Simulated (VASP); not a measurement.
# Mg (P6_3/mmc) in VASP: further runs

One crystal, Mg, is run at these levels: PBE; tasks: single point.

All numbers are computed with VASP 6.6.1; they aren't measurements. Logs are shortened: lines on timing, memory, paths and dates and some standing lists are left out, and cuts for length are marked.

### Step 1. Starting point

Symmetry: P6_3/mmc, No. 194, hexagonal system. Conventional cell: a = 3.209 Å, b = 3.209 Å, c = 5.146 Å, α = 90.00°, β = 90.00°, γ = 120.00°. Around Mg (site symmetry -6m2) lie 12 Mg at 3.17 to 3.21 Å.

### Step 2. Single point, PBE

Contents of INCAR:

```
SYSTEM = Mg
PREC = Accurate
ENCUT = 520
EDIFF = 1E-6
ISMEAR = 0
SIGMA = 0.1
LREAL = .False.
LASPH = .True.
NELM = 100
ALGO = Normal
ISIF = 2
LWAVE = .False.
LCHARG = .False.
GGA = PE
NBANDS = 9
```

Contents of KPOINTS:

```
Automatic mesh
0
Gamma
  18 18 8
  0 0 0
```

Contents of POSCAR:

```
Mg
1.0
    3.2088450313     -0.0000000029      0.0000000000
   -1.6044225131      2.7789413154      0.0000000000
    0.0000000000      0.0000000000      5.1459161973
Mg
2
Direct
    0.3333333333      0.6666666667      0.2500000000
    0.6666666667      0.3333333333      0.7500000000
```

Potentials or basis: VASP PAW PBE potentials, release 64 (Mg).

Run with:

```console
cat potpaw_PBE.64/Mg/POTCAR > POTCAR
mpirun -np 1 vasp_std > vasp.out
```

OUTCAR:

```text
SYSTEM = Mg
   PREC = Accurate
   ENCUT = 520
   EDIFF = 1E-6
   ISMEAR = 0
   LREAL = .False.
   LASPH = .True.
   NELM = 100
   ISIF = 2
   GGA = PE

 ion  position               nearest neighbor table
   1  0.333  0.667  0.250-   2 3.17   2 3.17   2 3.17   2 3.17   2 3.17   2 3.17
   2  0.667  0.333  0.750-   1 3.17   1 3.17   1 3.17   1 3.17   1 3.17   1 3.17

  LATTYP: Found a hexagonal cell.
 ALAT       =     3.2088450313
 C/A-ratio  =     1.6036661625

  Lattice vectors:

 A1 = (   3.2088450313,  -0.0000000029,   0.0000000000)
 A2 = (  -1.6044225131,   2.7789413154,   0.0000000000)
 A3 = (   0.0000000000,   0.0000000000,   5.1459161973)

Analysis of symmetry for initial positions (statically):
=====================================================================
 Subroutine PRICEL returns:
 Original cell was already a primitive cell.

 Routine SETGRP: Setting up the symmetry group for a
 hexagonal supercell.

 Subroutine GETGRP returns: Found 24 space group operations
 (whereof 12 operations were pure point group operations)
 out of a pool of 24 trial point group operations.

The static configuration has the point symmetry D_3d.
 The point group associated with its full space group is D_6h.

Analysis of symmetry for dynamics (positions and initial velocities):
=====================================================================
 Subroutine PRICEL returns:
 Original cell was already a primitive cell.

 Routine SETGRP: Setting up the symmetry group for a
 hexagonal supercell.

 Subroutine GETGRP returns: Found 24 space group operations
 (whereof 12 operations were pure point group operations)
 out of a pool of 24 trial point group operations.

The dynamic configuration has the point symmetry D_3d.
 The point group associated with its full space group is D_6h.

 Subroutine INISYM returns: Found 24 space group operations
 (whereof 12 operations are pure point group operations),
 and found     1 'primitive' translations

----------------------------------------------------------------------------------------

                                     Primitive cell

  volume of cell :      45.8871

  direct lattice vectors                    reciprocal lattice vectors
     3.208845031 -0.000000003  0.000000000     0.311638609  0.179924634  0.000000000
    -1.604422513  2.778941315  0.000000000     0.000000000  0.359849269  0.000000000
     0.000000000  0.000000000  5.145916197     0.000000000  0.000000000  0.194328855

  length of vectors
     3.208845031  3.208845031  5.145916197     0.359849269  0.359849269  0.194328855

  position of ions in fractional coordinates (direct lattice)
     0.333333333  0.666666667  0.250000000
     0.666666667  0.333333333  0.750000000

  ion indices of the primitive-cell ions
   primitive index   ion index
                 1           1
                 2           2

----------------------------------------------------------------------------------------

 KPOINTS: Automatic mesh

Automatic generation of k-mesh.
 Grid dimensions read from file:
 generate k-points for:   18   18    8

 Generating k-lattice:

  Cartesian coordinates                     Fractional coordinates (reciprocal lattice)
     0.017313256  0.009995813  0.000000000     0.055555556  0.000000000  0.000000000
     0.000000000  0.019991626  0.000000000    -0.000000000  0.055555556  0.000000000
     0.000000000  0.000000000  0.024291107     0.000000000  0.000000000  0.125000000

  Length of vectors
     0.019991626  0.019991626  0.024291107

  Shift w.r.t. Gamma in fractional coordinates (k-lattice)
     0.000000000  0.000000000  0.000000000

 Subroutine IBZKPT returns following result:
 ===========================================

 Found    185 irreducible k-points:

 Following reciprocal coordinates:
            Coordinates               Weight
  0.000000  0.000000  0.000000      1.000000
  0.055556  0.000000  0.000000      6.000000
  0.111111  0.000000  0.000000      6.000000
  0.166667  0.000000  0.000000      6.000000
  0.222222  0.000000  0.000000      6.000000
  0.277778  0.000000  0.000000      6.000000
[... 16 lines left out ...]
  0.333333  0.111111  0.000000     12.000000
  0.388889  0.111111  0.000000     12.000000
 [... further k-points ...]
   k-points           NKPTS =    185   k-points in BZ     NKDIM =    185   number of bands    NBANDS=      9
   number of dos      NEDOS =    301   number of ions     NIONS =      2
   total plane-waves  NPLWV =  23040
   dimension x,y,z NGX =    24 NGY =   24 NGZ =   40
   dimension x,y,z NGXF=    48 NGYF=   48 NGZF=   80
   ions per type =               2
   NGX,Y,Z   is equivalent  to a cutoff of  12.43, 12.43, 12.92 a.u.
   NGXF,Y,Z  is equivalent  to a cutoff of  24.87, 24.87, 25.85 a.u.
 SYSTEM =  Mg
   PREC   = accura    normal or accurate (medium, high low for compatibility)
   ISTART =      0    job   : 0-new  1-cont  2-samecut
   ICHARG =      2    charge: 1-file 2-atom 10-const
   ISPIN  =      1    spin polarized calculation?
   LNONCOLLINEAR =      F non collinear calculations
   LSORBIT =      F    spin-orbit coupling
   LASPH  =      T    aspherical Exc in radial PAW
   ENCUT  =  520.0 eV  38.22 Ry    6.18 a.u.   5.97  5.97  9.57*2*pi/ulx,y,z
   NELM   =    100;   NELMIN=  2; NELMDL= -5     # of ELM steps
   EDIFF  = 0.1E-05   stopping-criterion for ELM
   LREAL  =      F    real-space projection
   EDIFFG = 0.1E-04   stopping-criterion for IOM
   NSW    =      0    number of steps for IOM
   IBRION =     -1    ionic relax: 0-MD 1-quasi-New 2-CG
   NFREE  =      0    steps in history (QN), initial steepest desc. (CG)
   ISIF   =      2    stress and relaxation
   ISYM   =      2    0-nonsym 1-usesym 2-fastsym
   POTIM  = 0.5000    time-step for ionic-motion
   TEBEG  =    0.0;   TEEND  =   0.0 temperature during run
   PSTRESS=    0.0 pullay stress
   NELECT =       4.0000    total number of electrons
   NUPDOWN=      -1.0000    fix difference up-down
   EMIN   =  10.00;   EMAX   =-10.00  energy-range for DOS
   EFERMI =   0.00;   METHOD = LEGACY
   ISMEAR =     0;   SIGMA  =   0.10  broadening in eV -4-tet -1-fermi 0-gaus
   EFERMI_NEDOS =   21; number of points for ismear=-14 and -15
   IALGO  =     38    algorithm
   IMIX   =      4    mixing-type and parameters
     AMIX     =   0.40;   BMIX     =  1.00
     AMIX_MAG =   1.60;   BMIX_MAG =  1.00
  volume/ion in A,a.u.               =      22.94       154.83
  Fermi-wavevector in a.u.,A,eV,Ry     =   0.725880  1.371713  7.168925  0.526901
  Thomas-Fermi vector in A             =   1.816712
   LORBIT       =      0    0 simple, 1 ext, 2 COOP (PROOUT), +10 PAW based schemes
   GGA     = PE    functional components
   LHFCALC =     F    Hartree Fock is set to
   AEXX    =    0.0000 exact exchange contribution
   IVDW    =     0    specifies the selected vdW correction
   LEPSILON=     F    determine dielectric tensor
   LRPA    =     F    only Hartree local field effects (RPA)
 non-spin polarized calculation
 Gauss-broadening in eV      SIGMA  =   0.10
  energy-cutoff  :      520.00
  volume of cell :       45.89
 maximum number of plane-waves:      1260
 NGX is ok and might be reduce to    24
   NGX = 11   NGY = 11   NGZ = 19

 number of electron       4.0000000 magnetization

 Free energy of the ion-electron system (eV)
  ---------------------------------------------------
  ext. energy  EPLUGINS =         0.00000000
  ---------------------------------------------------
  free energy    TOTEN  =        -3.01589842 eV

  energy without entropy =       -3.01129221  energy(sigma->0) =       -3.01359532

 E-fermi :   2.6462     XC(G=0):  -8.4928

 val. band max:        2.6395887756   @ k =   0.3889   0.1111   0.3750
 cond. band min:       2.6579611666   @ k =   0.2778   0.1667   0.1250
 fundamental gap:      0.0183723910
 Fermi energy:         2.6461674810

 k-point     1 :       0.0000    0.0000    0.0000
  band No.  band energies     occupation
      1      -4.2977      2.00000
      2       1.0162      2.00000
      3       1.5094      2.00000
      4      13.4491      0.00000
      5      13.4491      0.00000
      6      13.5344      0.00000
      7      13.5344      0.00000
      8      14.5242      0.00000
      9      15.9328      0.00000

 k-point     2 :       0.0556    0.0000    0.0000
  band No.  band energies     occupation
      1      -4.2374      2.00000
      2       1.0712      2.00000
      3       1.5680      2.00000
      4      12.0318      0.00000
      5      12.6318      0.00000
      6      13.4256      0.00000
      7      14.4405      0.00000
      8      15.2117      0.00000
      9      16.6165      0.00000

 k-point     3 :       0.1111    0.0000    0.0000
  band No.  band energies     occupation
      1      -4.0567      2.00000
      2       1.2363      2.00000
      3       1.7428      2.00000
      4      10.3364      0.00000
      5      11.8722      0.00000
      6      12.6852      0.00000
      7      15.0852      0.00000
      8      15.4170      0.00000
      9      15.4235      0.00000

 k-point     4 :       0.1667    0.0000    0.0000
  band No.  band energies     occupation
      1      -3.7563      2.00000
      2       1.5115      2.00000
      3       2.0305      2.00000
      4       8.6789      0.00000
      5      11.2137      0.00000
      6      11.8743      0.00000
      7      13.4490      0.00000
      8      14.4448      0.00000
      9      15.9200      0.00000

 k-point     5 :       0.2222    0.0000    0.0000
  band No.  band energies     occupation
      1      -3.3374      2.00000
      2       1.8971      2.00000
      3       2.4232      1.99839
      4       7.1081      0.00000
      5      10.6571      0.00000
      6      11.0410      0.00000
      7      11.8731      0.00000
      8      13.3273      0.00000
      9      15.2271      0.00000

 k-point     6 :       0.2778    0.0000    0.0000
  band No.  band energies     occupation
      1      -2.8014      2.00000
      2       2.3933      1.99965
      3       2.8953      0.00043
      4       5.6593      0.00000
      5      10.1539      0.00000
      6      10.2025      0.00000
      7      10.3876      0.00000
      8      12.3718      0.00000
      9      14.7173      0.00000
[... 169 lines left out ...]
 k-point    21 :       0.2222    0.1111    0.0000
  band No.  band energies     occupation
      1      -2.6234      2.00000
      2       2.5587      1.78365
      3       3.0540      0.00000
      4       5.8074      0.00000
      5       7.7391      0.00000
      6      10.5281      0.00000
      7      11.3361      0.00000
      8      12.6283      0.00000
      9      13.4364      0.00000

 k-point    22 :       0.2778    0.1111    0.0000
  band No.  band energies     occupation
      1      -1.9737      2.00000
      2       3.1656      0.00000
      3       3.4226      0.00000
      4       4.6572      0.00000
      5       7.3174      0.00000
      6       9.1607      0.00000
      7      10.1538      0.00000
      8      12.2155      0.00000
      9      13.1098      0.00000

 k-point    23 :       0.3333    0.1111    0.0000
  band No.  band energies     occupation
      1      -1.2118      2.00000
      2       2.7983      0.03145
      3       3.8824      0.00000
      4       4.6819      0.00000
      5       6.9661      0.00000
      6       7.8928      0.00000
      7       9.0898      0.00000
      8      11.9253      0.00000
      9      12.8693      0.00000

 k-point    24 :       0.3889    0.1111    0.0000
  band No.  band energies     occupation
      1      -0.3411      2.00000
      2       1.6973      2.00000
      3       4.7051      0.00000
      4       5.3368      0.00000
      5       6.6023      0.00000
      6       6.7374      0.00000
      7       8.2735      0.00000
      8      11.7523      0.00000
      9      12.7228      0.00000

 [... further k-points ...]

------------------------ aborting loop because EDIFF is reached ----------------------------------------

  FORCE on cell =-STRESS in cart. coord.  units (eV):
  Direction    XX          YY          ZZ          XY          YZ          ZX
  --------------------------------------------------------------------------------------
  -------------------------------------------------------------------------------------
  Total       -0.0385353     -0.0385353     -0.0430286     -0.0000000      0.0000000      0.0000000
  in kB       -1.3454831     -1.3454831     -1.5023707     -0.0000000      0.0000000      0.0000000
  external PRESSURE =      -1.3977789 kB  Pullay stress =       0.0000000 kB

 VOLUME and BASIS-vectors are now :
 -----------------------------------------------------------------------------
  energy-cutoff  :      520.00
  volume of cell :       45.89
      direct lattice vectors                 reciprocal lattice vectors
     3.208845031 -0.000000003  0.000000000     0.311638609  0.179924634  0.000000000
    -1.604422513  2.778941315  0.000000000     0.000000000  0.359849269  0.000000000
     0.000000000  0.000000000  5.145916197     0.000000000  0.000000000  0.194328855

 POSITION                                       TOTAL-FORCE (eV/Angst)
 -----------------------------------------------------------------------------------
      0.00000      1.85263      1.28648         0.000000     -0.000000      0.000000
      1.60442      0.92631      3.85944         0.000000      0.000000      0.000000
 -----------------------------------------------------------------------------------
    total drift:                                0.000000     -0.000000      0.000000

  FREE ENERGIE OF THE ION-ELECTRON SYSTEM (eV)
  ---------------------------------------------------
  free  energy   TOTEN  =        -3.0158984240 eV

  energy  without entropy=       -3.0112922073  energy(sigma->0) =       -3.01359532
```

Wall time 26 s (1 thread of Intel Xeon Platinum 8488C (Sapphire Rapids), shared host); peak memory 0.2 GiB.

Results:

* Free energy: -3.0159 eV
* Pressure: -0.1 GPa
* Band gap on the k mesh: none (metal or under the smearing width)

### Step 3. Single point, PBE (the perfect crystal in a cell of 36 atoms)

Contents of INCAR:

```
PREC     = Accurate       # precision mode
ENCUT    = 520            # plane-wave cutoff, eV
EDIFF    = 1E-7           # SCF threshold, eV
ISMEAR   = 0              # smearing method
SIGMA    = 0.1            # smearing width, eV
LREAL    = Auto         
LASPH    = True           # aspherical terms in the spheres
NELM     = 100            # most SCF steps
ALGO     = Fast           # electronic algorithm
ISIF     = 2              # what is computed and relaxed
LWAVE    = False          # write WAVECAR
LCHARG   = True           # write CHGCAR
GGA      = PE             # functional
LELF     = True           # ELF
LVHAR    = True         
NBANDS   = 60             # bands
```

Contents of KPOINTS:

```
regular mesh
0
Gamma
  3 3 3
```

Contents of POSCAR:

```
Mg
1.0
    4.8132675394     -8.3368239461      0.0000000000
   -9.6265350939      0.0000000088      0.0000000000
    0.0000000000      0.0000000000    -10.2918323947
Mg
36
Direct
    0.4444444444      0.5555555556      0.3750000000
    0.4444444444      0.5555555556      0.8750000000
    0.1111111111      0.5555555556      0.3750000000
    0.1111111111      0.5555555556      0.8750000000
    0.7777777778      0.5555555556      0.3750000000
    0.7777777778      0.5555555556      0.8750000000
    0.4444444444      0.2222222222      0.3750000000
    0.4444444444      0.2222222222      0.8750000000
    0.1111111111      0.2222222222      0.3750000000
    0.1111111111      0.2222222222      0.8750000000
    0.7777777778      0.2222222222      0.3750000000
    0.7777777778      0.2222222222      0.8750000000
    0.4444444444      0.8888888889      0.3750000000
    0.4444444444      0.8888888889      0.8750000000
    0.1111111111      0.8888888889      0.3750000000
    0.1111111111      0.8888888889      0.8750000000
    0.7777777778      0.8888888889      0.3750000000
    0.7777777778      0.8888888889      0.8750000000
    0.5555555556      0.4444444444      0.1250000000
    0.5555555556      0.4444444444      0.6250000000
    0.2222222222      0.4444444444      0.1250000000
    0.2222222222      0.4444444444      0.6250000000
    0.8888888889      0.4444444444      0.1250000000
    0.8888888889      0.4444444444      0.6250000000
    0.5555555556      0.1111111111      0.1250000000
    0.5555555556      0.1111111111      0.6250000000
    0.2222222222      0.1111111111      0.1250000000
    0.2222222222      0.1111111111      0.6250000000
    0.8888888889      0.1111111111      0.1250000000
    0.8888888889      0.1111111111      0.6250000000
    0.5555555556      0.7777777778      0.1250000000
    0.5555555556      0.7777777778      0.6250000000
    0.2222222222      0.7777777778      0.1250000000
    0.2222222222      0.7777777778      0.6250000000
    0.8888888889      0.7777777778      0.1250000000
    0.8888888889      0.7777777778      0.6250000000
```

Potentials or basis: VASP PAW PBE potentials, release 64 (Mg).

Run with:

```console
cat potpaw_PBE.64/Mg/POTCAR > POTCAR
mpirun -np 1 vasp_std > vasp.out
```

Wall time 6.5 min (1 thread of Intel Xeon Platinum 8488C (Sapphire Rapids), shared host); peak memory 0.87 GiB.

The run converged. Its results:

```
Free energy            : -54.1185 eV
Pressure               : 0.0 GPa
Band gap on the k mesh : none (metal or under the smearing width)
```

Levels at points of the mesh, in eV from the Fermi level:
| k point | band 31 | band 32 | band 33 | band 34 | band 35 | band 36 | band 37 | band 38 | band 39 | band 40 |
| --- | --- | --- | --- | --- | --- | --- | --- | --- | --- | --- |
| (0.00, 0.00, 0.00) | 0.32 | 0.32 | 0.32 | 0.52 | 0.52 | 0.52 | 0.52 | 0.52 | 0.52 | 0.79 |
